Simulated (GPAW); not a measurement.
# ZrC (P6_3/mmc) in GPAW: band structure with PBEsol

Aim: the band structure of ZrC with PBEsol.

Everything below comes from runs of GPAW 26.7.0. Logs are shortened: lines on timing, memory, paths and dates and some standing lists are left out, and cuts for length are marked. The log counts tension as positive stress, the text compression.

## 1. The crystal as given

Symmetry: P6_3/mmc, No. 194, hexagonal system. The conventional cell has a = 3.391 Å, b = 3.391 Å, c = 5.290 Å, α = 90.00°, β = 90.00°, γ = 120.00°. Around Zr (site symmetry -6m2) lie 6 C at 2.36 Å. C (site symmetry -3m) has 6 Zr at 2.36 Å and 2 C at 2.65 Å as nearest neighbours.

The cell comes from a database or a generator and needn't be the stable form of this composition.

## 2. Band structure, PBEsol

run.py reads:

```python
from ase import Atoms
from ase.dft.bandgap import bandgap
from ase.io import write
from ase.units import GPa
from gpaw import GPAW, PW, setup_paths

setup_paths.insert(0, '.')

atoms = Atoms(['Zr', 'Zr', 'C', 'C'],
              cell=[[3.3914762718, 0.0, 0.0],
                    [-1.6957381359, 2.9371046077, 0.0],
                    [0.0, 0.0, 5.290053]],
              scaled_positions=[[0.6666666667, 0.3333333333, 0.75],
                                [0.3333333333, 0.6666666667, 0.25],
                                [0.0, 0.0, 0.5],
                                [0.0, 0.0, 0.0]],
              pbc=True)

calc = GPAW(mode=PW(800),
            xc='PBEsol',
            kpts={'size': (7, 7, 4), 'gamma': True},
            occupations={'name': 'fermi-dirac', 'width': 0.05},
            nbands=31,
            convergence={'density': 1e-05, 'energy': 1e-05},
            maxiter=150,
            txt='gpaw.txt')
atoms.calc = calc
energy = atoms.get_potential_energy()
forces = atoms.get_forces()
stress = atoms.get_stress()
calc.write('gs.gpw')
write('result.traj', atoms)
print(f'Energy: {energy:.6f} eV')
print('Forces (eV/A):')
print(forces.round(4))
print('Stress (GPa):', (stress / GPa).round(3))
print('Fermi level:', round(calc.get_fermi_level(), 4), 'eV')
print(f'Gap: {bandgap(calc)[0]:.4f} eV, direct: {bandgap(calc, direct=True)[0]:.4f} eV')

path = atoms.cell.bandpath('GMKGALHA,LM,KH', npoints=60, eps=1e-4)
bs_calc = calc.fixed_density(kpts=path, symmetry='off', nbands=46,
                             convergence={'bands': 'CBM+6.0', 'eigenstates': 1e-6}, txt='bands.txt')
bs = bs_calc.band_structure()
bs.write('bs.json')
print(f'Gap on the path: {bandgap(bs_calc)[0]:.4f} eV')
```

Potentials or basis: PAW data sets generated in the run's folder for this functional, pw.

Run with:

```
$ gpaw-setup -f PBEsol C Zr
$ OMP_NUM_THREADS=1 python run.py
```

gpaw.txt:

```text
__  _  _
 | _ |_)|_||  |
 |__||  | ||/\| - 26.7.0

Input parameters:
  mode=PW(ecut=800.0),
  convergence={'density': 1e-05, 'energy': 1e-05},
  kpts=MonkhorstPack(size=(7, 7, 4), gamma=True),
  maxiter=150,
  nbands=31,
  occupations=Occupations(name='fermi-dirac', width=0.05),
  xc=XC(name='PBEsol')

Diagonalizing LCAO Hamiltonian
Converting LCAO to pw mode

            Zr

       C Zr

       C

Atoms  # Å, Bohr magnetons
|   | symbol |         x |        y |        z |    initial magnetic moments |
|---|--------|-----------|----------|----------|-----------------------------|
| 0 |     Zr |  1.695738 | 0.979035 | 3.967540 | ( 0.0000,  0.0000,  0.0000) |
| 1 |     Zr | -0.000000 | 1.958070 | 1.322513 | ( 0.0000,  0.0000,  0.0000) |
| 2 |      C |  0.000000 | 0.000000 | 2.645027 | ( 0.0000,  0.0000,  0.0000) |
| 3 |      C |  0.000000 | 0.000000 | 0.000000 | ( 0.0000,  0.0000,  0.0000) |

Unit cell  # Å
| periodic |         x |        y |        z |  lengths |     angles |
|----------|-----------|----------|----------|----------|------------|
|      yes |  3.391476 | 0.000000 | 0.000000 | 3.391476 |  90.000000 |
|      yes | -1.695738 | 2.937105 | 0.000000 | 3.391476 |  90.000000 |
|      yes |  0.000000 | 0.000000 | 5.290053 | 5.290053 | 120.000000 |

Number of symmetries: 12
Symmetry operations  # r_c * U_cc + t_c -> r_c
|    | kind |            matrix            |
|----|------|------------------------------|
|  0 |  σ   |  1, 1, 0,  0,-1, 0,  0, 0, 1 |
|  1 |  S6  |  1, 1, 0, -1, 0, 0,  0, 0,-1 |
|  2 |  E   |  1, 0, 0,  0, 1, 0,  0, 0, 1 |
|  3 |  C2  |  1, 0, 0, -1,-1, 0,  0, 0,-1 |
|  4 |  C2  |  0, 1, 0,  1, 0, 0,  0, 0,-1 |
|  5 |  C3  |  0, 1, 0, -1,-1, 0,  0, 0, 1 |
|  6 |  S6  |  0,-1, 0,  1, 1, 0,  0, 0,-1 |
|  7 |  σ   |  0,-1, 0, -1, 0, 0,  0, 0, 1 |
|  8 |  σ   | -1, 0, 0,  1, 1, 0,  0, 0, 1 |
|  9 |  i   | -1, 0, 0,  0,-1, 0,  0, 0,-1 |
| 10 |  C3  | -1,-1, 0,  1, 0, 0,  0, 0, 1 |
| 11 |  C2  | -1,-1, 0,  0, 1, 0,  0, 0,-1 |

BZ-sampling:
  Number of BZ points: 196
  Number of IBZ points: 28

  Monkhorst-Pack size: [7, 7, 4]
  Monkhorst-Pack shift: [0.0, 0.0, 0.125]

K-points  # in reciprocal-cell coordinates
|     |                                coordinates |     weight |
|-----|--------------------------------------------|------------|
|   0 | (  0.00000000,   0.00000000,   0.00000000) | 0.00510204 |
|   1 | (  0.00000000,   0.00000000,   0.25000000) | 0.01020408 |
|   2 | (  0.00000000,   0.00000000,   0.50000000) | 0.00510204 |
|   3 | (  0.14285714,   0.00000000,  -0.25000000) | 0.03061224 |
|   4 | (  0.14285714,   0.00000000,   0.00000000) | 0.03061224 |
|   5 | (  0.14285714,   0.00000000,   0.25000000) | 0.03061224 |
|   6 | (  0.14285714,   0.00000000,   0.50000000) | 0.03061224 |
|   7 | (  0.28571429,  -0.14285714,   0.00000000) | 0.03061224 |
|   8 | (  0.28571429,  -0.14285714,   0.25000000) | 0.06122449 |
|   9 | (  0.28571429,  -0.14285714,   0.50000000) | 0.03061224 |
| ... |                                            |            |
|  27 | (  0.42857143,   0.42857143,   0.50000000) | 0.03061224 |

Plane wave coefficients: 2726
Cutoff: 800.0 eV

Spin-components: 1 (collinear spins)
Bands:           31
Projectors:      22
Spin-degeneracy: 2
Datatype:        complex128

Parallelization:
  kpt:    1
  domain: 1
  band:   1

Density:
  Valence electrons: 32.0
  Components: 1
  Grid points: [24 24 35]
  Charge: 0.0  # |e|

Potential:
  Grid points: [24 24 35]

species:
  Zr:
    name:    Zirconium
    Z:       40.0
    valence: 12
    core:    28
    charge:  0.0  # [|e|]
    compensation charges:
      type: gauss
      rc: 0.40  # [Å]
      lmax: 2
    cutoffs:
      filter: 2.39  # [Å]
      core: 1.59  # [Å]
    projectors
    | kind |    occ | energy [eV] | rcut [Å] |
    |------|--------|-------------|----------|
    |   4s |  2.000 |     -54.429 |    1.323 |
    |   5s |  2.000 |      -4.463 |    1.323 |
    |   4p |  6.000 |     -32.434 |    1.334 |
    |   5p |  0.000 |      -1.454 |    1.334 |
    |   4d |  2.000 |      -3.613 |    1.244 |
    |    d |        |      23.598 |    1.244 |

    Using partial waves for Zr as LCAO basis

  C:
    name:    Carbon
    Z:       6.0
    valence: 4
    core:    2
    charge:  0.0  # [|e|]
    compensation charges:
      type: gauss
      rc: 0.20  # [Å]
      lmax: 2
    cutoffs:
      filter: 1.14  # [Å]
      core: 1.14  # [Å]
    projectors
    | kind |    occ | energy [eV] | rcut [Å] |
    |------|--------|-------------|----------|
    |   2s |  2.000 |     -13.648 |    0.635 |
    |   2p |  2.000 |      -5.232 |    0.635 |
    |    s |        |      13.563 |    0.635 |
    |    p |        |      21.979 |    0.635 |
    |    d |        |       0.000 |    0.635 |

    Using partial waves for C as LCAO basis

Reference energy: -197721.625692  # eV

eigensolver:
  PPCG
  Converge bands: occupied
  niter=2

density mixing:
  MSR1-Mixer
  Pratt-step length: 0.05
  Maximum mixing coefficient: 0.75
  Old densities: 10
  SVD Regularization: 0.005
  Good broyden scale: 1.0
  Trust region scale: 1.0
  Backstep threshold: 4.0
  History deletion threshold: 6.0
  Fourier metric: weight=20.0, sigma=0.015

occupation numbers:
  Fermi-Dirac:
    width: 0.0500  # eV

poisson solver:
  ecut: 6400.0  # eV

xc functional:
  name: PBEsol with 2 nearest neighbor stencil

convergence criteria:
- Maximum integral of absolute [dens]ity change: 1e-05 electrons / valence electron
- Maximum [total energy] change in last 3 cyles: 1e-05 eV / valence electron
- Maximum integral of absolute [eigenst]ate change: 4e-08 eV^2 / valence electron
maximum number of iterations: 150

SCF iterations
|iter     | |      energy | eigst |  dens |
|---------|-|-------------|-------|-------|
|iter:   1| |  -41.423459 | +0.17 |       |
|iter:   2| |  -40.334621 | -1.39 | -0.84 |
|iter:   3| |  -38.284021 | -0.99 | -0.92 |
|iter:   4| |  -38.279977 | -2.75 | -1.60 |
|iter:   5| |  -38.284520 | -3.07 | -1.82 |
|iter:   6| |  -38.284602 | -4.52 | -2.82 |
|iter:   7| |  -38.284615c| -5.79 | -3.45 |
|iter:   8| |  -38.284616c| -7.09 | -4.02 |
|iter:   9| |  -38.284615c| -7.56c| -4.19 |
|iter:  10| |  -38.284615c| -8.63c| -5.32c|

Converged in 10 steps
Energy contributions relative to reference atoms: (reference = -197721.625692)

Energy contributions:
  Kinetic:          17.216569
  Coulomb:         -22.024458
  Zero:              0.739305
  External:          0.000000
  Xc:              -34.214284
  Entropy:          -0.003494
  Spinorbit:         0.000000
  ----------------------------
  Free energy:     -38.286362
  Extrapolated:    -38.284615

dipole moment: (-6.753401, -11.697234, -10.534010)  # |e|*Ang

Fermi level: 10.445
Eigenvalues  # (at kpt = [0.000, 0.000, 0.000])
| band index |      eig [eV] | occ [0-2] |
|------------|---------------|-----------|
|          0 |       -37.781 |     2.000 |
|        ... |               |           |
|          7 |       -15.480 |     2.000 |
|          8 |        -1.304 |     2.000 |
|          9 |         2.395 |     2.000 |
|         10 |         4.575 |     2.000 |
|         11 |         7.668 |     2.000 |
|         12 |         7.668 |     2.000 |
[... 8 lines left out ...]
|         21 |        13.688 |     0.000 |
|         22 |        14.792 |     0.000 |
|        ... |               |           |
|         30 |        24.079 |     0.000 |

No gap
No difference between direct/indirect transitions

Forces  # eV/Ang
|        x |        y |        z |
|----------|----------|----------|
| -0.00000 |  0.00000 | -0.00000 |  # Zr   0
|  0.00000 | -0.00000 |  0.00000 |  # Zr   1
|  0.00000 |  0.00000 |  0.00000 |  # C    2
|  0.00000 |  0.00000 |  0.00000 |  # C    3

Stress tensor  # eV/Ang^3
|        x |        y |        z |
|----------|----------|----------|
| 0.062120 | 0.000000 | 0.000000 |
| 0.000000 | 0.062120 | 0.000000 |
| 0.000000 | 0.000000 | 0.039805 |

# Writing to gs.gpw (mode='')
```

Wall time 55 s (1 thread of AMD EPYC 9R45 (Zen 5), shared host); peak memory 0.42 GiB.

Results:

```
Free energy             : -38.2864 eV
Pressure                : -8.8 GPa
Band gap along the path : none (metal or under the smearing width)
```

Levels at the corners of the path, in eV from the Fermi level:
| point | band 12 | band 13 | band 14 | band 15 | band 16 | band 17 | band 18 | band 19 | band 20 | band 21 |
| --- | --- | --- | --- | --- | --- | --- | --- | --- | --- | --- |
| Γ | -2.78 | -2.78 | -1.06 | -1.06 | 0.95 | 1.25 | 1.25 | 1.65 | 1.65 | 2.38 |
| M | -3.43 | -3.16 | -2.82 | -1.49 | -0.76 | 1.54 | 4.09 | 4.24 | 4.25 | 4.71 |
| K | -3.35 | -3.35 | -3.13 | -3.13 | 0.58 | 1.06 | 1.06 | 4.28 | 4.28 | 4.94 |
| Γ | -2.78 | -2.78 | -1.06 | -1.06 | 0.95 | 1.25 | 1.25 | 1.65 | 1.65 | 2.38 |
| A | -2.67 | -2.39 | -2.39 | -2.39 | -2.39 | 3.40 | 3.40 | 3.40 | 3.40 | 3.94 |
| L | -3.54 | -2.70 | -2.70 | -2.08 | -2.08 | 1.46 | 1.46 | 4.03 | 4.03 | 4.71 |
| H | -4.40 | -2.15 | -2.15 | -1.81 | -1.81 | 1.76 | 1.76 | 3.02 | 3.02 | 6.44 |
| A | -2.67 | -2.39 | -2.39 | -2.39 | -2.39 | 3.40 | 3.40 | 3.40 | 3.40 | 3.94 |
| L | -3.54 | -2.70 | -2.70 | -2.08 | -2.08 | 1.46 | 1.46 | 4.03 | 4.03 | 4.71 |
| M | -3.43 | -3.16 | -2.82 | -1.49 | -0.76 | 1.54 | 4.09 | 4.24 | 4.25 | 4.71 |
| K | -3.35 | -3.35 | -3.13 | -3.13 | 0.58 | 1.06 | 1.06 | 4.28 | 4.28 | 4.94 |
| H | -4.40 | -2.15 | -2.15 | -1.81 | -1.81 | 1.76 | 1.76 | 3.02 | 3.02 | 6.44 |

## 3. The reference run

An earlier run on the cell as given: functional PBEsol; potentials or basis PAW data sets generated in the run's folder for this functional; cutoff 800 eV; basis pw; k mesh 9 × 9 × 5; occupations fermi-dirac, width 0.05 eV; no spin polarisation.

- Pressure: -8.7 GPa
- Band gap on the k mesh: none (metal or under the smearing width)
